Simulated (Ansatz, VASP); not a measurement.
CdS in VASP and in Ansatz

INCAR

```
SYSTEM = CdS
ALGO     = Normal         ! electronic algorithm
EDIFF    = 1E-6           ! SCF threshold, eV
ENCUT    = 520            ! plane-wave cutoff, eV
GGA      = PE             ! functional
ISIF     = 2              ! what is computed and relaxed
ISMEAR   = 1              ! smearing method
LASPH    = .True.         ! aspherical terms in the spheres
LCHARG   = .False.        ! write CHGCAR
LREAL    = .False.        ! projectors in reciprocal space
LWAVE    = .False.        ! write WAVECAR
NBANDS   = 16             ! bands
NELM     = 60             ! most SCF steps
PREC     = Accurate       ! precision mode
SIGMA    = 0.05           ! smearing width, eV
```

The input KPOINTS:

```
k-points
0
Gamma
  6 6 6
  0 0 0
```

File POSCAR:

```
CdS
1.0
    0.0000000000      2.9392148400      2.9392148400
    2.9392148400      0.0000000000      2.9392148400
    2.9392148400      2.9392148400      0.0000000000
Cd S
1 1
Direct
    0.0000000000      0.0000000000      0.0000000000
    0.2500000000      0.2500000000      0.2500000000
```

Input for Ansatz:

```yaml
crystal:
  lattice:
    - [0.0, 2.93921484, 2.93921484]
    - [2.93921484, 0.0, 2.93921484]
    - [2.93921484, 2.93921484, 0.0]
  atoms:
    - { symbol: Cd, position: [0.0, 0.0, 0.0] }
    - { symbol: S, position: [0.25, 0.25, 0.25] }
kpoints:
  mp_grid: { grid: [6, 6, 6] }
hamiltonian:
  xc: pbe
scf:
  occupations: { method: cold, width: 0.05 }
  n_extra_bands: 4
output:
  forces: true
  stress: true
  eigenvalues: true
```

Alike in both runs: task single point; functional PBE; k mesh 6 × 6 × 6; no spin polarisation.

|  | VASP | Ansatz |
| --- | --- | --- |
| version | VASP 6.6.1 | Ansatz 0.2.0 |
| potentials or method | VASP PAW PBE potentials, release 64 (Cd, S) | plane waves |
| plane-wave cutoff (eV) | 520 | 420 |
| occupations | methfessel-paxton of order 1, width 0.05 eV | cold, width 0.05 eV |
| valence electrons in the cell | 18 | 26 |

VASP gave:

- gap on the k mesh at the Fermi level (eV): 1.10
- pressure (GPa): 1.7

Question: What did Ansatz give for the same quantities?

Answer: gap on the k mesh at the Fermi level (eV): 1.09; pressure (GPa): 1.4.

The two sets of potentials don't hold the same shells in valence.

Expect the measured gap to be larger: semilocal functionals such as PBE lack the derivative discontinuity.
